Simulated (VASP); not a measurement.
# W in VASP: relaxation of the atoms with PBE

Aim: the relaxation of the atoms of W with PBE.

Program: VASP 6.6.1. These are calculated values, not measurements. Logs are shortened: lines on timing, memory, paths and dates and some standing lists are left out, and cuts for length are marked.

### 1 Starting point

The cell holds a slab with vacuum, 12 atoms: a = 2.757 Å, b = 4.503 Å, c = 29.298 Å, α = 90.00°, β = 90.00°, γ = 90.00°.

The cell was built by a generator and needn't be a form met in nature.

### 2 Relaxation of the atoms, PBE

INCAR

```
PREC     = Accurate       # precision mode
ENCUT    = 520            # plane-wave cutoff, eV
EDIFF    = 1E-7           # SCF threshold, eV
ISMEAR   = 1              # smearing method
SIGMA    = 0.2            # smearing width, eV
LREAL    = F              # projectors in reciprocal space
LASPH    = T              # aspherical terms in the spheres
NELM     = 60             # most SCF steps
ALGO     = Fast           # electronic algorithm
ISIF     = 2              # what is computed and relaxed
LWAVE    = F              # write WAVECAR
LCHARG   = F              # write CHGCAR
GGA      = PE             # functional
IBRION   = 2              # ionic algorithm
NSW      = 60             # ionic steps
EDIFFG   = -0.01          # ionic threshold
KPAR     = 8
```

KPOINTS

```
regular mesh
0
Gamma
  17 10 1
```

POSCAR

```
W
1.0
    2.7574248856      0.0000000000      0.0000000000
    0.0000000000      4.5028559826      0.0000000000
    0.0000000000      0.0000000000     29.2984881252
W
12
Direct
    0.1666666667      0.2500000000      0.2559859051
    0.5000000000      0.7500000000      0.3003521042
    0.8333333333      0.2500000000      0.3447183032
    0.1666666667      0.7500000000      0.3890845023
    0.5000000000      0.2500000000      0.4334507014
    0.8333333333      0.7500000000      0.4778169005
    0.1666666667      0.2500000000      0.5221830995
    0.5000000000      0.7500000000      0.5665492986
    0.8333333333      0.2500000000      0.6109154977
    0.1666666667      0.7500000000      0.6552816968
    0.5000000000      0.2500000000      0.6996478958
    0.8333333333      0.7500000000      0.7440140949
```

Potentials or basis: VASP PAW PBE potentials, release 64 (W_sv).

Launch:

```console
cat potpaw_PBE.64/W_sv/POTCAR > POTCAR
mpirun -np 8 vasp_std > vasp.out
```

OUTCAR:

```text
PREC = Accurate
   ENCUT = 520
   EDIFF = 1E-7
   ISMEAR = 1
   LREAL = F
   LASPH = T
   NELM = 60
   ISIF = 2
   GGA = PE
   IBRION = 2
   NSW = 60
   EDIFFG = -0.01

 ion  position               nearest neighbor table
   1  0.167  0.250  0.256-   3 2.76   2 2.76   2 2.76   3 3.18   2 3.18   2 3.18
   2  0.500  0.750  0.300-   4 2.76   3 2.76   3 2.76   1 2.76   1 2.76   4 3.18   3 3.18   3 3.18
                             1 3.18   1 3.18
   3  0.833  0.250  0.345-   1 2.76   2 2.76   2 2.76   4 2.76   4 2.76   5 2.76   1 3.18   2 3.18
                             2 3.18   4 3.18   4 3.18   5 3.18
   4  0.167  0.750  0.389-   2 2.76   5 2.76   5 2.76   3 2.76   3 2.76   6 2.76   2 3.18   3 3.18
                             3 3.18   5 3.18   5 3.18   6 3.18
   5  0.500  0.250  0.433-   7 2.76   4 2.76   4 2.76   6 2.76   6 2.76   3 2.76   7 3.18   4 3.18
                             4 3.18   6 3.18   6 3.18   3 3.18
   6  0.833  0.750  0.478-   8 2.76   7 2.76   7 2.76   5 2.76   5 2.76   4 2.76   8 3.18   7 3.18
                             7 3.18   5 3.18   5 3.18   4 3.18
   7  0.167  0.250  0.522-   5 2.76   6 2.76   6 2.76   8 2.76   8 2.76   9 2.76   5 3.18   6 3.18
                             6 3.18   8 3.18   8 3.18   9 3.18
   8  0.500  0.750  0.567-   6 2.76   9 2.76   9 2.76   7 2.76   7 2.76  10 2.76   6 3.18   9 3.18
                             9 3.18   7 3.18   7 3.18  10 3.18
   9  0.833  0.250  0.611-  11 2.76   8 2.76   8 2.76  10 2.76  10 2.76   7 2.76  11 3.18  10 3.18
                            10 3.18   8 3.18   8 3.18   7 3.18
  10  0.167  0.750  0.655-  12 2.76  11 2.76  11 2.76   9 2.76   9 2.76   8 2.76  12 3.18  11 3.18
                            11 3.18   9 3.18   9 3.18   8 3.18
  11  0.500  0.250  0.700-   9 2.76  10 2.76  10 2.76  12 2.76  12 2.76   9 3.18  10 3.18  10 3.18
                            12 3.18  12 3.18
  12  0.833  0.750  0.744-  10 2.76  11 2.76  11 2.76  10 3.18  11 3.18  11 3.18

  LATTYP: Found a simple orthorhombic cell.
 ALAT       =     2.7574248856
 B/A-ratio  =     1.6329931619
 C/A-ratio  =    10.6253077929

  Lattice vectors:

 A1 = (   2.7574248856,   0.0000000000,   0.0000000000)
 A2 = (   0.0000000000,   4.5028559826,   0.0000000000)
 A3 = (   0.0000000000,   0.0000000000,  29.2984881252)

Analysis of symmetry for initial positions (statically):
=====================================================================
 Subroutine PRICEL returns:
 Original cell was already a primitive cell.

 Routine SETGRP: Setting up the symmetry group for a
 simple orthorhombic supercell.

 Subroutine GETGRP returns: Found  4 space group operations
 (whereof  2 operations were pure point group operations)
 out of a pool of  8 trial point group operations.

The static configuration has the point symmetry S_2 .
 The point group associated with its full space group is C_2h.

Analysis of symmetry for dynamics (positions and initial velocities):
=====================================================================
 Subroutine PRICEL returns:
 Original cell was already a primitive cell.

 Routine SETGRP: Setting up the symmetry group for a
 simple orthorhombic supercell.

 Subroutine GETGRP returns: Found  4 space group operations
 (whereof  2 operations were pure point group operations)
 out of a pool of  8 trial point group operations.

The dynamic configuration has the point symmetry S_2 .
 The point group associated with its full space group is C_2h.

 Subroutine INISYM returns: Found  4 space group operations
 (whereof  2 operations are pure point group operations),
 and found     1 'primitive' translations

----------------------------------------------------------------------------------------

                                     Primitive cell

  volume of cell :     363.7784

  direct lattice vectors                    reciprocal lattice vectors
     2.757424886  0.000000000  0.000000000     0.362657204  0.000000000  0.000000000
     0.000000000  4.502855983  0.000000000     0.000000000  0.222081275  0.000000000
     0.000000000  0.000000000 29.298488125     0.000000000  0.000000000  0.034131454

  length of vectors
     2.757424886  4.502855983 29.298488125     0.362657204  0.222081275  0.034131454

  position of ions in fractional coordinates (direct lattice)
[... 54 lines left out ...]
 Following reciprocal coordinates:
            Coordinates               Weight
  0.000000  0.000000  0.000000      1.000000
  0.058824  0.000000  0.000000      2.000000
  0.117647  0.000000  0.000000      2.000000
  0.176471  0.000000  0.000000      2.000000
  0.235294  0.000000  0.000000      2.000000
  0.294118  0.000000  0.000000      2.000000
[... 16 lines left out ...]
  0.235294  0.200000  0.000000      4.000000
  0.294118  0.200000  0.000000      4.000000
 [... further k-points ...]
   k-points           NKPTS =     54   k-points in BZ     NKDIM =     54   number of bands    NBANDS=    100
   number of dos      NEDOS =    301   number of ions     NIONS =     12
   total plane-waves  NPLWV = 193536
   dimension x,y,z NGX =    24 NGY =   36 NGZ =  224
   dimension x,y,z NGXF=    48 NGYF=   72 NGZF=  448
   ions per type =              12
   NGX,Y,Z   is equivalent  to a cutoff of  14.47, 13.29, 12.71 a.u.
   NGXF,Y,Z  is equivalent  to a cutoff of  28.94, 26.58, 25.42 a.u.
 SYSTEM =  unknown system
   PREC   = accura    normal or accurate (medium, high low for compatibility)
   ISTART =      0    job   : 0-new  1-cont  2-samecut
   ICHARG =      2    charge: 1-file 2-atom 10-const
   ISPIN  =      1    spin polarized calculation?
   LNONCOLLINEAR =      F non collinear calculations
   LSORBIT =      F    spin-orbit coupling
   LASPH  =      T    aspherical Exc in radial PAW
   ENCUT  =  520.0 eV  38.22 Ry    6.18 a.u.   5.13  8.37 54.48*2*pi/ulx,y,z
   NELM   =     60;   NELMIN=  2; NELMDL= -5     # of ELM steps
   EDIFF  = 0.1E-06   stopping-criterion for ELM
   LREAL  =      F    real-space projection
   EDIFFG = -.1E-01   stopping-criterion for IOM
   NSW    =     60    number of steps for IOM
   IBRION =      2    ionic relax: 0-MD 1-quasi-New 2-CG
   NFREE  =      1    steps in history (QN), initial steepest desc. (CG)
   ISIF   =      2    stress and relaxation
   ISYM   =      2    0-nonsym 1-usesym 2-fastsym
   POTIM  = 0.5000    time-step for ionic-motion
   TEBEG  =    0.0;   TEEND  =   0.0 temperature during run
   PSTRESS=    0.0 pullay stress
   NELECT =     168.0000    total number of electrons
   NUPDOWN=      -1.0000    fix difference up-down
   EMIN   =  10.00;   EMAX   =-10.00  energy-range for DOS
   EFERMI =   0.00;   METHOD = LEGACY
   ISMEAR =     1;   SIGMA  =   0.20  broadening in eV -4-tet -1-fermi 0-gaus
   EFERMI_NEDOS =   21; number of points for ismear=-14 and -15
   IALGO  =     68    algorithm
   IMIX   =      4    mixing-type and parameters
     AMIX     =   0.40;   BMIX     =  1.00
     AMIX_MAG =   1.60;   BMIX_MAG =  1.00
  volume/ion in A,a.u.               =      30.31       204.57
  Fermi-wavevector in a.u.,A,eV,Ry     =   1.265413  2.391284 21.786600  1.601270
  Thomas-Fermi vector in A             =   2.398667
   LORBIT       =      0    0 simple, 1 ext, 2 COOP (PROOUT), +10 PAW based schemes
   GGA     = PE    functional components
   LHFCALC =     F    Hartree Fock is set to
   AEXX    =    0.0000 exact exchange contribution
   IVDW    =     0    specifies the selected vdW correction
   LEPSILON=     F    determine dielectric tensor
   LRPA    =     F    only Hartree local field effects (RPA)
 conjugate gradient relaxation of ions
 non-spin polarized calculation
 RMM-DIIS sequential band-by-band and
 Methfessel and Paxton  Order N= 1 SIGMA  =   0.20
  energy-cutoff  :      520.00
  volume of cell :      363.78
 maximum number of plane-waves:      9867
 NGX is ok and might be reduce to    24
   NGX = 11   NGY = 17   NGZ =109

--------------------------------------- Ionic step        1  -------------------------------------------

 number of electron     167.9999981 magnetization

 Free energy of the ion-electron system (eV)
  ---------------------------------------------------
  ext. energy  EPLUGINS =         0.00000000
  ---------------------------------------------------
  free energy    TOTEN  =      -149.65627791 eV

  energy without entropy =     -149.66847581  energy(sigma->0) =     -149.66034388

------------------------ aborting loop because EDIFF is reached ----------------------------------------

  FORCE on cell =-STRESS in cart. coord.  units (eV):
  Direction    XX          YY          ZZ          XY          YZ          ZX
  --------------------------------------------------------------------------------------
  -------------------------------------------------------------------------------------
  Total      -10.3104675     -8.2074583     -7.5261734      0.0000000      0.0000000      1.5767106
  in kB      -45.4100502    -36.1478364    -33.1472761      0.0000000      0.0000000      6.9442544
  external PRESSURE =     -38.2350542 kB  Pullay stress =       0.0000000 kB
[... 119 lines left out ...]
  FREE ENERGIE OF THE ION-ELECTRON SYSTEM (eV)
  ---------------------------------------------------
  free  energy   TOTEN  =      -150.0798745973 eV

  energy  without entropy=     -150.0854872179  energy(sigma->0) =     -150.08174547

[... ionic steps 4 to 18 ...]

--------------------------------------- Ionic step       19  -------------------------------------------

 number of electron     167.9999995 magnetization

------------------------ aborting loop because EDIFF is reached ----------------------------------------
[... 87 lines left out ...]
--------------------------------------- Ionic step       21  -------------------------------------------

 number of electron     167.9999995 magnetization

 Free energy of the ion-electron system (eV)
  ---------------------------------------------------
  ext. energy  EPLUGINS =         0.00000000
  ---------------------------------------------------
  free energy    TOTEN  =      -150.12532270 eV

  energy without entropy =     -150.12875901  energy(sigma->0) =     -150.12646814

 E-fermi :   3.9611     XC(G=0):  -7.9550

 val. band max:        3.9587137374   @ k =   0.1176   0.3000   0.0000
 cond. band min:       3.9625423868   @ k =   0.1176   0.2000   0.0000
 fundamental gap:      0.0038286495
 Fermi energy:         3.9611011407

 k-point     1 :       0.0000    0.0000    0.0000
  band No.  band energies     occupation
      1     -70.2386      2.00000
      2     -70.2173      2.00000
      3     -70.2005      2.00000
      4     -70.1595      2.00000
      5     -70.1212      2.00000
      6     -70.1203      2.00000
[... 2365 lines left out ...]
     95       5.8089     -0.00000
     96       5.9753     -0.00000

 [... further k-points ...]

 [bands above 96 left out]

------------------------ aborting loop because EDIFF is reached ----------------------------------------

  FORCE on cell =-STRESS in cart. coord.  units (eV):
  Direction    XX          YY          ZZ          XY          YZ          ZX
  --------------------------------------------------------------------------------------
  -------------------------------------------------------------------------------------
  Total       -6.0575449     -3.1808869     -0.0902498      0.0000000      0.0000000      0.1291168
  in kB      -26.6790444    -14.0094747     -0.3974843      0.0000000      0.0000000      0.5686646
  external PRESSURE =     -13.6953344 kB  Pullay stress =       0.0000000 kB
[... 27 lines left out ...]
  FREE ENERGIE OF THE ION-ELECTRON SYSTEM (eV)
  ---------------------------------------------------
  free  energy   TOTEN  =      -150.1253227036 eV

  energy  without entropy=     -150.1287590057  energy(sigma->0) =     -150.12646814

 reached required accuracy - stopping structural energy minimisation
```

Wall time 1.9 h (8 MPI ranks of Intel Xeon Platinum 8488C (Sapphire Rapids), shared host); peak memory 1.4 GiB.

What came out:

| Item | Value |
| --- | --- |
| Free energy | -150.1253 eV |
| Energy gained by relaxing | 39.1 meV/atom |
| Ionic steps | 21 |
| Largest force after relaxing | 0.010 eV/Å |
| Band gap on the k mesh | none (metal or under the smearing width) |

Forces in eV/Å, atoms in the order of the input:
```
W   -0.005  0.000 -0.004
W   -0.006  0.000  0.006
W    0.002  0.000 -0.003
W   -0.003  0.000 -0.009
W    0.002  0.000  0.002
W    0.004  0.000  0.007
W   -0.004  0.000 -0.007
W   -0.002  0.000 -0.002
W    0.003  0.000  0.009
W   -0.002  0.000  0.003
W    0.006  0.000 -0.006
W    0.005  0.000  0.004
```

The path:
```csv
step,energy change (eV),largest force (eV/Å),pressure (GPa)
1,0.0000,2.0474,-3.82
2,-0.4044,0.6537,-2.67
3,-0.4236,0.3587,-2.26
4,-0.4525,0.1801,-2.08
5,-0.4559,0.1573,-1.98
6,-0.4611,0.0942,-1.94
7,-0.4633,0.0996,-1.87
8,-0.4659,0.0463,-1.77
9,-0.4664,0.0612,-1.71
10,-0.4674,0.0330,-1.62
11,-0.4679,0.0511,-1.51
12,-0.4684,0.0339,-1.38
13,-0.4684,0.0332,-1.38
14,-0.4687,0.0156,-1.36
15,-0.4687,0.0155,-1.36
16,-0.4688,0.0104,-1.34
17,-0.4688,0.0116,-1.34
18,-0.4689,0.0152,-1.35
19,-0.4689,0.0212,-1.35
20,-0.4690,0.0139,-1.36
21,-0.4690,0.0099,-1.37
```

Final structure:
```yaml
crystal:
  lattice:
    - [2.75742, 0.00000, 0.00000]
    - [0.00000, 4.50286, 0.00000]
    - [0.00000, 0.00000, 29.29849]
  atoms:
    - { symbol: W, position: [0.13800, 0.25000, 0.26178] }
    - { symbol: W, position: [0.49266, 0.75000, 0.29933] }
    - { symbol: W, position: [0.84300, 0.25000, 0.34459] }
    - { symbol: W, position: [0.17108, 0.75000, 0.38845] }
    - { symbol: W, position: [0.50107, 0.25000, 0.43416] }
    - { symbol: W, position: [0.82923, 0.75000, 0.47772] }
    - { symbol: W, position: [0.17077, 0.25000, 0.52228] }
    - { symbol: W, position: [0.49893, 0.75000, 0.56584] }
    - { symbol: W, position: [0.82892, 0.25000, 0.61155] }
    - { symbol: W, position: [0.15700, 0.75000, 0.65541] }
    - { symbol: W, position: [0.50734, 0.25000, 0.70067] }
    - { symbol: W, position: [0.86201, 0.75000, 0.73822] }
```

Levels at points of the mesh, in eV from the Fermi level:
```tsv
k point	band 82	band 83	band 84	band 85	band 86	band 87
(0.00, 0.00, 0.00)	-0.96	-0.82	-0.79	-0.34	-0.14	0.37
(0.00, 0.50, 0.00)	-0.71	0.13	0.13	1.30	1.30	1.35
```

Spin-orbit coupling is left out, which matters for the levels of W.
